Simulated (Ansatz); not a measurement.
Crystal: InPd.

```
CELL_PARAMETERS angstrom
3.27188 0.00000 0.00000
0.00000 3.27188 0.00000
0.00000 0.00000 3.27188
ATOMIC_POSITIONS crystal
In 0.00000 0.00000 0.00000
Pd 0.50000 0.50000 0.50000
```

The cell comes from a database or a generator and needn't be the stable form of this composition.

Base run:

| Item | Value |
| --- | --- |
| Program | Ansatz 0.2.0 |
| Functional | PBEsol |
| Potentials or basis | Ansatz PAW |
| Cutoff | 420 eV (not typed: the program's choice for these potentials) |
| k mesh | 8 × 8 × 8 |
| Occupations | fermi-dirac, width 0.05 eV |
| Spin | no spin polarisation |

Its results: band gap on the k mesh none (metal or under the smearing width); pressure -3.0 GPa.

**Question.** The run is repeated on the same cell with these changes: functional from PBEsol to LDA. What comes out?

**Answer.** Band gap on the k mesh none (metal or under the smearing width); pressure -7.1 GPa.

LDA binds more tightly than PBEsol, so the same cell stands under less pressure.

Caveats: spin-orbit coupling is left out, which moves the levels of the heavy elements; the PAW data sets come from PBE, with cores solved anew for the run's functional, which leaves a small shift of forces and pressure.
